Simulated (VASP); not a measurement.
A VASP 6.6.1 single-point calculation on LiH

INCAR

```
ISIF = 2
ISMEAR = -1
LREAL = .FALSE.
ENCUT = 520
IBRION = -1
LCHARG = .FALSE.
GGA = CA
LWAVE = .FALSE.
NBANDS = 42
NELM = 92
NSW = 0
LASPH = .TRUE.
NELMIN = 4
EDIFF = 1E-7
PREC = Low
SIGMA = 0.02
```

KPOINTS

```
KPOINTS created by Atomic Simulation Environment
0
Gamma
8 8 8
0 0 0
```

POSCAR

```
Li H
 1.0000000000000000
     2.5194999999999999   -0.0593000000000000    0.0130000000000000
    -0.0593000000000000    2.4843000000000002    0.0317000000000000
     0.0130000000000000    0.0317000000000000    2.4643000000000002
 Li  H
   1   1
Cartesian
  0.0107151700000000  0.1308386400000000  0.1350378000000000
  1.1851474999999998  1.2439591400000001  1.2159845200000001
```

The recommended LDA PAW datasets give the neutral cell 4 valence electrons.

Command

```
mpirun -np 1 vasp_std
```

OSZICAR

```
N       E                     dE             d eps       ncg     rms          rms(c)
DAV:   1     0.998240395684E+01    0.99824E+01   -0.11471E+03 21920   0.864E+01
DAV:   2    -0.601804045250E+01   -0.16000E+02   -0.15344E+02 27702   0.307E+01
DAV:   3    -0.630526712908E+01   -0.28723E+00   -0.28632E+00 26404   0.386E+00
DAV:   4    -0.630541348133E+01   -0.14635E-03   -0.14635E-03 25312   0.868E-02
DAV:   5    -0.630541350077E+01   -0.19438E-07   -0.19465E-07 25898   0.936E-04    0.281E+00
DAV:   6    -0.609500793559E+01    0.21041E+00   -0.16864E-01 25932   0.267E-01    0.136E+00
DAV:   7    -0.602324239999E+01    0.71766E-01   -0.18453E-01 27018   0.285E-01    0.206E-01
DAV:   8    -0.602351618099E+01   -0.27378E-03   -0.11499E-03 25814   0.546E-02    0.330E-02
DAV:   9    -0.602348166336E+01    0.34518E-04   -0.10881E-04 25918   0.851E-03    0.391E-03
DAV:  10    -0.602348166336E+01    0.46896E-11   -0.75908E-07 25646   0.167E-03
   1 F= -.60234817E+01 E0= -.60234816E+01  d E =-.135628E-06
```

From OUTCAR

```
k-points           NKPTS =    260   k-points in BZ     NKDIM =    260   number of bands    NBANDS=     42

   NELECT =       4.0000    total number of electrons

   dimension x,y,z NGX =    14 NGY =   14 NGZ =   14
   dimension x,y,z NGXF=    16 NGYF=   16 NGZF=   16

  energy-cutoff  :      520.00
  volume of cell :       15.41
      direct lattice vectors                 reciprocal lattice vectors
     2.519500000 -0.059300000  0.013000000     0.397139372  0.009507972 -0.002217350
    -0.059300000  2.484300000  0.031700000     0.009507972  0.402821590 -0.005231931
     0.013000000  0.031700000  2.464300000    -0.002217350 -0.005231931  0.405873748

 k-points in reciprocal lattice and weights: KPOINTS created by Atomic Simulation Env
   0.00000000  0.00000000  0.00000000       0.002
   0.12500000 -0.00000000  0.00000000       0.004
   0.25000000 -0.00000000  0.00000000       0.004
   0.37500000 -0.00000000  0.00000000       0.004
   0.50000000 -0.00000000  0.00000000       0.002
   0.00000000  0.12500000 -0.00000000       0.004
   0.12500000  0.12500000  0.00000000       0.004
   0.25000000  0.12500000 -0.00000000       0.004
   ...

 E-fermi :   3.9327

 k-point     1 :       0.0000    0.0000    0.0000
  band No.  band energies     occupation
      1     -43.4857      2.00000
      2      -5.2620      2.00000
      3      14.4118      0.00000
      4      15.1731      0.00000
      5      15.6378      0.00000
      6      17.7684      0.00000
      7      18.5400      0.00000
      8      18.9183      0.00000
      9      34.3063      0.00000
     10      34.8994      0.00000
     11      36.8009      0.00000
     12      39.5530      0.00000
     13      41.0181      0.00000
     14      41.2567      0.00000
     15      42.0009      0.00000
     16      43.2945      0.00000
     17      43.7522      0.00000
     18      43.9824      0.00000
     19      44.4797      0.00000
     20      48.8169      0.00000
     21      60.1054      0.00000
     22      61.5531      0.00000
     23      62.6722      0.00000
     24      64.0245      0.00000
     25      64.6357      0.00000
     26      67.5989      0.00000
     27      68.1451      0.00000
     28      73.7378      0.00000
     29      85.1123      0.00000
     30      86.8269      0.00000
     31      87.6571      0.00000
     32      88.9265      0.00000
     33      89.3850      0.00000
     34      92.8766      0.00000
     35     101.9486      0.00000
     36     103.5040      0.00000
     37     106.3412      0.00000
     38     106.7691      0.00000
     39     107.4936      0.00000
     40     110.1089      0.00000
     41     110.3943      0.00000
     42     111.2097      0.00000

 ...

  Total       -0.3907149     -0.0811402      0.1222954     -0.0542345      0.1408255      0.0730953
  in kB      -40.6150648     -8.4345786     12.7126855     -5.6377152     14.6389022      7.5982988
  external PRESSURE =     -12.1123193 kB  Pullay stress =       0.0000000 kB

 POSITION                                       TOTAL-FORCE (eV/Angst)
 -----------------------------------------------------------------------------------
      0.01072      0.13084      0.13504        -0.035315     -0.031081     -0.040627
      1.18515      1.24396      1.21598         0.035315      0.031081      0.040627
 -----------------------------------------------------------------------------------
    total drift:                               -0.002794     -0.001486      0.002231

  FREE ENERGIE OF THE ION-ELECTRON SYSTEM (eV)
  ---------------------------------------------------
  free  energy   TOTEN  =        -6.0234816634 eV

  energy  without entropy=       -6.0234815277  energy(sigma->0) =       -6.02348160
```

It converged. Results: gap between bands v and c on the k mesh 0.38 eV; least direct gap on the k mesh 3.50 eV; pressure -1.2 GPa; largest force 0.06 eV/Å. Band v is the last that the valence electrons fill when counted band by band, and c is the next.

For comparison, a separate LDA run of the intended cell, on usual settings and not on those above, gives a gap of 0.38 eV on its mesh and a pressure of -1.3 GPa.

The run above took about 23 s on one core of a shared host (Intel Xeon Platinum 8488C) and held 0.19 GiB at most.
